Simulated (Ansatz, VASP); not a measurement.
**One calculation of Be, two programs**

```
CELL_PARAMETERS angstrom
2.29950 0.00000 0.00000
-1.14975 1.99143 0.00000
0.00000 0.00000 3.60090
ATOMIC_POSITIONS crystal
Be 0.33333 0.66667 0.25000
Be 0.66667 0.33333 0.75000
```

Alike in both runs: task relaxation of cell and atoms; functional PBE; k mesh 21 × 21 × 12; occupations gaussian, width 0.1 eV; no spin polarisation.

```csv
,VASP,Ansatz
version,VASP 6.6.1,Ansatz 0.2.0
potentials or method,"VASP PAW PBE potentials, release 64 (Be)","scalar-relativistic, plane waves, PAW"
plane-wave cutoff (eV),600,420
valence electrons in the cell,4,4
```

|  | VASP | Ansatz | Ansatz less VASP |
| --- | --- | --- | --- |
| gap on the k mesh at the Fermi level, each at its own relaxed structure (eV) | none | none | - |
| relaxed volume (Å³/atom) | 7.91 | 7.91 | -0.004 |
| relaxed cell length with the largest relative difference (Å) | 3.568 | 3.567 | -0.0009 |
| energy change over the relaxation (meV/atom) | -5 | -5 | -0.3 |

A gap of «none» marks a metal or a gap that the smearing closes.
